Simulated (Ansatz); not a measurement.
# Ga (C2/c) in Ansatz: notebook

One crystal, Ga, is run at these levels: PBEsol; tasks: single point, equation of state.

All numbers are computed with Ansatz 0.2.0; they aren't measurements. Logs are shortened: lines on timing, memory, paths and dates and some standing lists are left out, and cuts for length are marked.

## Step 1: Starting point

The structure is monoclinic, space group C2/c (No. 15). The conventional cell has a = 2.766 Å, b = 8.053 Å, c = 3.332 Å, α = 90.00°, β = 92.02°, γ = 90.00°. Ga (site symmetry 2) has 8 Ga at 2.69 to 2.92 Å as nearest neighbours.

This isn't the form of Ga at room conditions, which is orthorhombic.

## Step 2: Single point, PBEsol, 17.43 Å³/atom (volume scaled by 0.94)

File input.yaml:

```yaml
crystal:
  lattice:
    - [1.3547675884, -3.9443034667, 0.0]
    - [1.3547675884, 3.9443034667, 0.0]
    - [-0.1150499344, 0.0, 3.261952624]
  atoms:
    - { symbol: Ga, position: [0.131, 0.869, 0.75] }
    - { symbol: Ga, position: [0.869, 0.131, 0.25] }
kpoints:
  mp_grid: { grid: [10, 10, 8] }
scf:
  occupations: { method: fermi_dirac, width: 0.05 }
hamiltonian:
  xc: pbesol
  pseudopotentials: { kind: all_electron, lapw: { basis_error: 0.001 } }
output:
  forces: true
  stress: true
  eigenvalues: true
```

Potentials or basis: all-electron LAPW, scalar-relativistic.

Command:

```bash
$ ansatz run input.yaml --threads 1 --pin off --max-ram 3072MiB --backend cpu --events-out ev --progress --plain --runs-dir out
```

What it wrote:

```text
Warning: RAYON_NUM_THREADS=1 ignored (pool sized by the plan → 1); use --threads N
LAPW: plane waves up to 8.408 Å⁻¹, error target 1.0e-3 eV per atom; small_component_spin mean_spin; Ga in spheres of 1.317 Å, 21 of its electrons in bands, Dirac shells [] (how accurate: hamiltonian.pseudopotentials.lapw.basis_error, Limitations)
Engine: ansatz 0.2.0, x86_64-unknown-linux-gnu
Pseudopotentials: kind: all_electron
Pseudopotential: Ga, LAPW, valence charge 21, lapw/all_electron/scalar/gaussian/Ga, Koelling and Harmon's equation, gaussian nucleus
Functional definition: PBEsol
  exchange = pbesol_x
  correlation = pbesol_c
Crystal: 2 atoms, lattice volume = 34.861 Å³
Basis set: ecut = 269.3523169471802 eV, 357 PW (Γ), FFT grids on a1+a2, a2, a3, exchange–correlation at level 2
Bands: 26, of which v1, the nominal top of the filled ones, is band 21 counted from 1 (20 counted from 0)
Symmetry: 4 space group operations
Space group: C2/c (ITA 15), of the structure as read, at distance tolerance 3.3e-5 Å
k-points: 227 of 800
Non-local potential: Ga, projectors of the file, none
Initial density: superposition of atomic densities (chi_scale 0.1, normalization cell)
Initial wavefunctions: plane waves of lowest kinetic energy (no species holds an atomic orbital)
Functional: x = pbesol(κ = 0.804, μ = 0.12345679012345678), c = pbesol(β = 0.046)
iter 1 solved again at ethr=9.51e-5 eV; its pass at ethr=1.00e-1 eV (dr2=3.99e-2 eV) is discarded
SCF iter   1: F=—  HF=-105720.157365 eV  |F-HF|=—  |Δ(HF+E_count)|=         —  Δρ=1.39e-2  dr2=4.01e-2  ethr=9.51e-5  ⟨swp⟩=3.0  Hψ=39656  notcnv=0
preconditioner: auto → Kerker (q_TF=auto, 2.814 Å⁻¹)  [metal: Δε(μ)=0.025 eV  Ē_g=17.914 eV  σ=0.050 eV  W_gap=0.12  n_scr=12 (ndim 8)  ℏωp=32.1 eV  f_vac=0.000  D(μ)=0.60/eV (n_scr^D=2)]
SCF iter   2: F=—  HF=-105720.081564 eV  |F-HF|=—  |Δ(HF+E_count)|=   7.58e-2  Δρ=8.04e-3  dr2=1.55e-2  ethr=9.51e-5  ⟨swp⟩=2.0  Hψ=17707  notcnv=0
SCF iter   3: F=—  HF=-105720.066250 eV  |F-HF|=—  |Δ(HF+E_count)|=   1.53e-2  Δρ=6.06e-3  dr2=9.07e-3  ethr=3.70e-5  ⟨swp⟩=2.0  Hψ=16609  notcnv=0
SCF iter   4: F=—  HF=-105720.064298 eV  |F-HF|=—  |Δ(HF+E_count)|=         —  Δρ=3.31e-3  dr2=2.90e-3  ethr=2.16e-5  ⟨swp⟩=2.0  Hψ=16609  notcnv=0
the basis was enlarged: its passes take 56.8 KiB over the memory plan, 1 of 1 planned eigensolver slots
iter 5 solved again at ethr=4.00e-7 eV; its pass at ethr=6.91e-6 eV (dr2=1.68e-4 eV) is discarded
SCF iter   5: F=—  HF=-105720.063937 eV  |F-HF|=—  |Δ(HF+E_count)|=   3.61e-4  Δρ=7.63e-4  dr2=1.68e-4  ethr=4.00e-7  ⟨swp⟩=2.0  Hψ=28678  notcnv=0
SCF iter   6: F=—  HF=-105720.063913 eV  |F-HF|=—  |Δ(HF+E_count)|=   2.36e-5  Δρ=1.06e-4  dr2=3.97e-6  ethr=4.00e-7  ⟨swp⟩=2.0  Hψ=16609  notcnv=0
SCF iter   7: F=—  HF=-105720.063913 eV  |F-HF|=—  |Δ(HF+E_count)|=   4.28e-7  Δρ=2.85e-5  dr2=2.68e-7  ethr=9.44e-9  ⟨swp⟩=2.0  Hψ=16609  notcnv=0
SCF iter   8: F=-105720.063913 eV  HF=-105720.063913 eV  |F-HF|=4.53e-9  |Δ(HF+E_count)|=   3.85e-8  Δρ=5.46e-6  dr2=1.50e-8  ethr=6.38e-10  ⟨swp⟩=2.0  Hψ=16609  notcnv=0
SCF 1 converged in 8 iterations: F = -105720.063913 eV  dr2 = 1.50e-8
SCF converged after 8 iterations
Free energy (F): -105720.063913 eV
Harris-Foulkes:  -105720.063913 eV  (|F-HF|=4.53e-9)
Internal energy: -105720.058899 eV  (E = F + TS)
E sigma→0 (E₀):  -105720.061406 eV
Entropy (-TS):   -0.005014 eV (-2.507 meV/atom)
Fermi energy:    12.833759 eV
--- Per-component energies (eV) ---
  E_band       = -1493.165513
  E_kinetic    = 107789.193862
  E_xc         = -4038.508067
  E_electrostatic = -209470.744694  (all electrons and nuclei)
  E_smearing   = -0.005014  (= −TS)
  E_closure    = 0.000000  (closes the sum)
  E_atoms      = -105713.412254  (free atoms, spherical and without spin; not in F)
  Σ components = -105720.063913   (vs F -105720.063913, Δ=0.00e0)
  Basis errors (estimates in eV, not in F): energy 3.1e-4 per atom: plane waves 2.9e-4 (1.6e-4 summed), levels above the bands 2.1e-63, relativity 1.2e-8, radial functions 1.7e-5, core shells 1.5e-10; eigenvalues (radial functions only) 4.0e-6; not estimated: angular momenta, meshes, grids; target (lapw.basis_error) 1.0e-3; muffin-tin radii Ga 1.317 Å
--- Forces (eV/Å), atoms counted from 1 ---
  atom   1  Ga     0.00000000    -0.22029182     0.00000000
  atom   2  Ga     0.00000000     0.22029182    -0.00000000
  max |Σ_I F_I| component: 0.00e0 eV/Å
--- Stress (GPa, compression-positive) ---
        2.707692       0.000000       0.574022
        0.000000       2.129829      -0.000000
        0.574022      -0.000000       0.863921
  P = ⅓ Tr σ = 1.9005 GPa (19.005 kbar)
--- Band table (eV; the first three rows and the last of 227) ---
  k-point 0: bands = ["-130.5996", "-130.5984", "-81.5157", "-81.5094", "-81.4956", "-81.4931", "-81.4923", "-81.4855", "-2.3636", "-2.3587", "-2.3123", "-2.2953", "-1.9657", "-1.9618", "-1.9325", "-1.9242", "-1.9090", "-1.7520", "1.1136", "10.5572", "11.3932", "14.4809", "18.3618", "22.9799", "23.5347", "23.7394"]
  k-point 1: bands = ["-130.5995", "-130.5984", "-81.5155", "-81.5098", "-81.4952", "-81.4930", "-81.4924", "-81.4858", "-2.3780", "-2.3289", "-2.3119", "-2.2660", "-1.9978", "-1.9967", "-1.9146", "-1.8991", "-1.8964", "-1.7819", "1.3392", "10.8243", "10.9644", "13.2896", "20.5658", "21.9354", "21.9609", "23.1790"]
  k-point 2: bands = ["-130.5994", "-130.5985", "-81.5150", "-81.5106", "-81.4941", "-81.4929", "-81.4924", "-81.4869", "-2.3860", "-2.3154", "-2.2608", "-2.2018", "-2.0402", "-2.0373", "-1.9389", "-1.8677", "-1.8630", "-1.8526", "2.0202", "9.0210", "11.6102", "13.1475", "19.1927", "19.4692", "23.7231", "24.3790"]
  k-point 226: bands = ["-130.5989", "-130.5989", "-81.5139", "-81.5139", "-81.4927", "-81.4927", "-81.4895", "-81.4895", "-2.3085", "-2.3085", "-2.2276", "-2.2276", "-1.9851", "-1.9851", "-1.9475", "-1.9475", "-1.9268", "-1.9268", "6.7220", "6.7220", "8.1133", "8.1133", "24.2154", "24.2154", "25.2314", "25.2314"]
```

It took 39 s on 1 thread of Intel Xeon at 2.70GHz, shared host; peak memory 0.6 GiB.

Results:

| Item | Value |
| --- | --- |
| Free energy | -105720.0639 eV |
| Pressure | 1.9 GPa |
| Largest force | 0.220 eV/Å |
| Band gap on the k mesh | none (metal or under the smearing width) |

## Step 3: Single point, PBEsol, 17.80 Å³/atom (volume scaled by 0.96)

input.yaml, as its differences from that of step 2:

```diff
@@ -2,5 +2,5 @@
   lattice:
-    - [1.3547675884, -3.9443034667, 0.0]
-    - [1.3547675884, 3.9443034667, 0.0]
-    - [-0.1150499344, 0.0, 3.261952624]
+    - [1.3643085195, -3.9720811669, 0.0]
+    - [1.3643085195, 3.9720811669, 0.0]
+    - [-0.1158601719, 0.0, 3.2849248782]
   atoms:
```

Potentials or basis: all-electron LAPW, scalar-relativistic.

Command:

```bash
$ ansatz run input.yaml --threads 1 --pin off --max-ram 3072MiB --backend cpu --events-out ev --progress --plain --runs-dir out
```

Run time: 37 s. Hardware: 1 thread of Intel Xeon at 2.70GHz, shared host; peak memory 0.6 GiB.

The run converged. Its results:

```yaml
Free_energy: -105720.0692 eV
Pressure: 0.5 GPa
Largest_force: 0.213 eV/Å
Band_gap_on_the_k_mesh: none (metal or under the smearing width)
```

## Step 4: Single point, PBEsol, 18.17 Å³/atom (volume scaled by 0.98)

input.yaml, as its differences from that of step 3:

```diff
@@ -2,5 +2,5 @@
   lattice:
-    - [1.3643085195, -3.9720811669, 0.0]
-    - [1.3643085195, 3.9720811669, 0.0]
-    - [-0.1158601719, 0.0, 3.2849248782]
+    - [1.3737178411, -3.9994756958, 0.0]
+    - [1.3737178411, 3.9994756958, 0.0]
+    - [-0.1166592328, 0.0, 3.3075802485]
   atoms:
```

Command:

```bash
$ ansatz run input.yaml --threads 1 --pin off --max-ram 3072MiB --backend cpu --events-out ev --progress --plain --runs-dir out
```

It took 37 s on 1 thread of Intel Xeon at 2.70GHz, shared host; peak memory 0.61 GiB.

The run converged. Its results:

```
Free energy            : -105720.0683 eV
Pressure               : -0.8 GPa
Largest force          : 0.205 eV/Å
Band gap on the k mesh : none (metal or under the smearing width)
```

## Step 5: Single point, PBEsol, 18.54 Å³/atom

input.yaml, as its differences from that of step 4:

```diff
@@ -2,5 +2,5 @@
   lattice:
-    - [1.3737178411, -3.9994756958, 0.0]
-    - [1.3737178411, 3.9994756958, 0.0]
-    - [-0.1166592328, 0.0, 3.3075802485]
+    - [1.383, -4.0265, 0.0]
+    - [1.383, 4.0265, 0.0]
+    - [-0.1174474948, 0.0, 3.3299294416]
   atoms:
```

Command:

```bash
$ ansatz run input.yaml --threads 1 --pin off --max-ram 3072MiB --backend cpu --events-out ev --progress --plain --runs-dir out
```

It took 38 s on 1 thread of Intel Xeon at 2.70GHz, shared host; peak memory 0.6 GiB.

Results (log left out):

```yaml
Free_energy: -105720.0619 eV
Pressure: -1.9 GPa
Largest_force: 0.196 eV/Å
Band_gap_on_the_k_mesh: none (metal or under the smearing width)
```

## Step 6: Single point, PBEsol, 18.91 Å³/atom (volume scaled by 1.02)

input.yaml, as its differences from that of step 5:

```diff
@@ -2,5 +2,5 @@
   lattice:
-    - [1.383, -4.0265, 0.0]
-    - [1.383, 4.0265, 0.0]
-    - [-0.1174474948, 0.0, 3.3299294416]
+    - [1.3921592073, -4.05316634, 0.0]
+    - [1.3921592073, 4.05316634, 0.0]
+    - [-0.1182253154, 0.0, 3.3519825971]
   atoms:
```

Potentials or basis: all-electron LAPW, scalar-relativistic.

Command:

```bash
$ ansatz run input.yaml --threads 1 --pin off --max-ram 3072MiB --backend cpu --events-out ev --progress --plain --runs-dir out
```

Wall time 36 s (1 thread of Intel Xeon at 2.70GHz, shared host); peak memory 0.61 GiB.

It converged, with:

| Quantity | Value |
| --- | --- |
| Free energy | -105720.0506 eV |
| Pressure | -2.9 GPa |
| Largest force | 0.188 eV/Å |
| Band gap on the k mesh | none (metal or under the smearing width) |

## Step 7: Single point, PBEsol, 19.28 Å³/atom (volume scaled by 1.04)

input.yaml, as its differences from that of step 6:

```diff
@@ -2,5 +2,5 @@
   lattice:
-    - [1.3921592073, -4.05316634, 0.0]
-    - [1.3921592073, 4.05316634, 0.0]
-    - [-0.1182253154, 0.0, 3.3519825971]
+    - [1.4011994555, -4.0794863395, 0.0]
+    - [1.4011994555, 4.0794863395, 0.0]
+    - [-0.1189930338, 0.0, 3.3737493278]
   atoms:
```

Command:

```bash
$ ansatz run input.yaml --threads 1 --pin off --max-ram 3072MiB --backend cpu --events-out ev --progress --plain --runs-dir out
```

It took 36 s on 1 thread of Intel Xeon at 2.70GHz, shared host; peak memory 0.6 GiB.

Results (log left out):

```
Free energy            : -105720.0351 eV
Pressure               : -3.8 GPa
Largest force          : 0.178 eV/Å
Band gap on the k mesh : none (metal or under the smearing width)
```

## Step 8: Single point, PBEsol, 19.66 Å³/atom (volume scaled by 1.06)

input.yaml, as its differences from that of step 7:

```diff
@@ -2,5 +2,5 @@
   lattice:
-    - [1.4011994555, -4.0794863395, 0.0]
-    - [1.4011994555, 4.0794863395, 0.0]
-    - [-0.1189930338, 0.0, 3.3737493278]
+    - [1.4101245334, -4.1054710295, 0.0]
+    - [1.4101245334, 4.1054710295, 0.0]
+    - [-0.1197509717, 0.0, 3.3952387564]
   atoms:
```

Command:

```bash
$ ansatz run input.yaml --threads 1 --pin off --max-ram 3072MiB --backend cpu --events-out ev --progress --plain --runs-dir out
```

Run time: 43 s. Hardware: 1 thread of Intel Xeon at 2.70GHz, shared host; peak memory 0.6 GiB.

Results (log left out):

| Item | Value |
| --- | --- |
| Free energy | -105720.0160 eV |
| Pressure | -4.5 GPa |
| Largest force | 0.168 eV/Å |
| Band gap on the k mesh | none (metal or under the smearing width) |

## Step 9: Equation of state, PBEsol

Potentials or basis: all-electron LAPW, scalar-relativistic.

This step only gathers the single runs of the series.

What came out:

| Quantity | Value |
| --- | --- |
| Equilibrium volume | 17.93 Å³/atom |
| Bulk modulus at fixed shape and positions | 63 GPa |
| Pressure derivative of the bulk modulus | 5.5 |

Energy against volume, from the lowest point:
```tsv
volume (Å³/atom)	energy (meV/atom)
17.431	2.67
17.801	0.00
18.172	0.47
18.543	3.69
18.914	9.33
19.285	17.06
19.656	26.61
```

Caveat: the cell was scaled at fixed shape and fractional positions, which overstates the stiffness of a crystal with free parameters, most of all of layers and chains.
